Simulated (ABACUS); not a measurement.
**InAs under changes of volume**

One of the cells (23.821 Å³/atom); the others are scaled copies at fixed shape and fractional positions:

```xyz
2
Lattice="0.0000 2.8773 2.8773 2.8773 0.0000 2.8773 2.8773 2.8773 0.0000" Properties=species:S:1:pos:R:3 pbc="T T T"
In    2.8773    2.8773    2.8773
As    0.0000    0.0000    0.0000
```

Measurements of this composition are mostly on another form, of space group No. 216.

| Property | Result |
| --- | --- |
| Program | ABACUS 3.10.1 |
| Functional | rPW86PBE |
| Potentials or basis | SG15 ONCV 1.2 PBE |
| Cutoff | 1143 eV |
| Density cutoff | 4572 eV |
| Basis | plane waves |
| k mesh | 6 × 6 × 6 |
| Occupations | fermi-dirac, width 0.05 eV |
| Spin | no spin polarisation |

| volume (Å³/atom) | energy over the lowest point (meV/atom) | pressure (GPa) |
| --- | --- | --- |
| 22.392 | 59.80 | 7.9 |
| 22.868 | 39.04 | 6.1 |
| 23.344 | ? | ? |
| 23.821 | 11.91 | 3.1 |
| 24.297 | 4.53 | 1.9 |
| 24.774 | 0.68 | 0.8 |
| 25.250 | 0.00 | -0.2 |

Q: What does the run at 23.344 Å³/atom give?

A: Energy over the lowest point 23.26 meV/atom; pressure 4.5 GPa.

Worked out: A Birch-Murnaghan fit of order 3 (a polynomial in V^(-2/3)) to the other rows has its minimum at 25.12 Å³/atom with B0 = V·E''(V) = 51 GPa and B' = 5.0. It gives 23.27 meV/atom at 23.344 Å³/atom, against the run's 23.26, and -dE/dV = 4.5 GPa, against 4.5.

Energies are extrapolated to zero smearing.

Caveats: the potentials were made for another functional, which shifts forces and pressure.
